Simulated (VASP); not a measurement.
## YN in VASP 6.6.1, single-point calculation

INCAR

```
NSW = 0
LREAL = .FALSE.
LASPH = .TRUE.
LWAVE = .FALSE.
ISIF = 2
NELM = 86
NBANDS = 15
ENCUT = 520
ISMEAR = -1
IBRION = -1
SIGMA = 0.3
ALGO = Normal
METAGGA = R2SCAN
EDIFF = 1E-7
LCHARG = .FALSE.
PREC = Accurate
```

KPOINTS

```
KPOINTS created by Atomic Simulation Environment
0
Gamma
10 10 10
0 0 0
```

POSCAR

```
Y  N
 1.0000000000000000
     0.0000000000000000    2.3501262170000001    2.3501262170000001
     2.3501262170000001    0.0000000000000000    2.3501262170000001
     2.3501262170000001    2.3501262170000001    0.0000000000000000
 Y   N
   1   1
Cartesian
  0.0000000000000000  0.0000000000000000  0.0000000000000000
  2.3501262170000001  2.3501262170000001  2.3501262170000001
```

The recommended PBE PAW datasets give the neutral cell 16 valence electrons.

Command

```
mpirun -np 1 vasp_std
```

Predict the outcome of this run.

It converged. Results: gap between bands v and c on the k mesh 0.38 eV; least direct gap on the k mesh 0.65 eV; pressure 26.7 GPa. Band v is the last that the valence electrons fill when counted band by band, and c is the next.

OSZICAR

```
N       E                     dE             d eps       ncg     rms          rms(c)
DAV:   1     0.365044272949E+02    0.36504E+02   -0.85627E+03  1410   0.111E+03
DAV:   2    -0.385940751962E+02   -0.75099E+02   -0.68855E+02  1915   0.246E+02
DAV:   3    -0.414712410727E+02   -0.28772E+01   -0.28586E+01  1784   0.408E+01
DAV:   4    -0.415115040248E+02   -0.40263E-01   -0.40250E-01  1650   0.472E+00
DAV:   5    -0.415118974233E+02   -0.39340E-03   -0.39339E-03  1697   0.392E-01    0.416E+01
DAV:   6    -0.330068207734E+02    0.85051E+01   -0.57998E+00  1711   0.237E+01    0.382E+01
DAV:   7    -0.331754498029E+02   -0.16863E+00   -0.44839E-01  1613   0.596E+00    0.236E+01
DAV:   8    -0.331999096358E+02   -0.24460E-01   -0.88192E-02  2248   0.266E+00    0.207E+00
DAV:   9    -0.331970030691E+02    0.29066E-02   -0.11216E-02  1690   0.840E-01    0.451E-01
DAV:  10    -0.331970418532E+02   -0.38784E-04   -0.12211E-03  1662   0.426E-01    0.212E-01
DAV:  11    -0.331970433668E+02   -0.15136E-05   -0.21804E-04  1627   0.153E-01    0.641E-02
DAV:  12    -0.331970344146E+02    0.89522E-05   -0.18540E-05  1837   0.464E-02    0.668E-02
DAV:  13    -0.331970337981E+02    0.61651E-06   -0.10384E-05  1550   0.344E-02    0.961E-03
DAV:  14    -0.331970336130E+02    0.18504E-06   -0.82198E-07  1711   0.933E-03    0.162E-03
DAV:  15    -0.331970336737E+02   -0.60654E-07   -0.48961E-08  1237   0.228E-03
   1 F= -.33197034E+02 E0= -.33173894E+02  d E =-.462788E-01
```

For comparison, a separate r²SCAN run of the intended cell, on usual settings and not on those above, gives a gap of 0.35 eV on its mesh and a pressure of 26.8 GPa.
